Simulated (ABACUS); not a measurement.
**Rh: equation of state with SOGGA**

**Measured values to compare with.**

From “Thermal equation of state of rhodium characterized by XRD in a resistively heated diamond anvil cell”, 2024, pmc:11535440, for a bulk crystal of Rh: bulk modulus 264 ± 1 GPa.

The system is Rh.

```xyz
1
Lattice="0.0000 1.8979 1.8979 1.8979 0.0000 1.8979 1.8979 1.8979 0.0000" Properties=species:S:1:pos:R:3 pbc="T T T"
Rh    0.0000    0.0000    0.0000
```

- Program: ABACUS 3.10.1
- Task: equation of state
- Functional: SOGGA
- Potentials or basis: PseudoDojo NC SR 0.4.1 PBE standard
- Cutoff: 1211 eV
- Density cutoff: 4844 eV
- Basis: plane waves
- k mesh: 10 × 10 × 10
- Occupations: fermi-dirac, width 0.05 eV
- Spin: no spin polarisation
- Radial cutoff of the potentials (pseudo_rcut): 10 bohr
- SCF threshold on the density: 1e-08
- Max SCF steps: 100
- Eigensolver: dav
- Mixing: broyden
- Mixing share: 0.7
- Symmetry key: 1

| Item | Value |
| --- | --- |
| Equilibrium volume | 13.40 Å³/atom |
| Bulk modulus | 307 GPa |
| Pressure derivative of the bulk modulus | 5.1 (rough: it moves with the points fitted) |

Energy against volume, from the lowest point:
```tsv
volume (Å³/atom)	energy (meV/atom)
12.851	23.03
13.398	0.00
13.945	19.86
14.492	73.09
```

All runs of the series together: 10 s on 4 threads of Intel(R) Xeon(R) Platinum 8375C CPU @ 2.90GHz (Ice Lake), on a shared host.

A measured bulk modulus of Rh is 264 GPa (quoted in “Thermal equation of state of rhodium characterized by XRD in a resistively heated diamond anvil cell”, 2024, pmc:11535440); the calculated 307 GPa misses it by +16.1 %. The fit is for a static lattice scaled at fixed shape and fixed fractional positions.

Caveat: the potentials were made for another functional, which shifts forces and pressure.
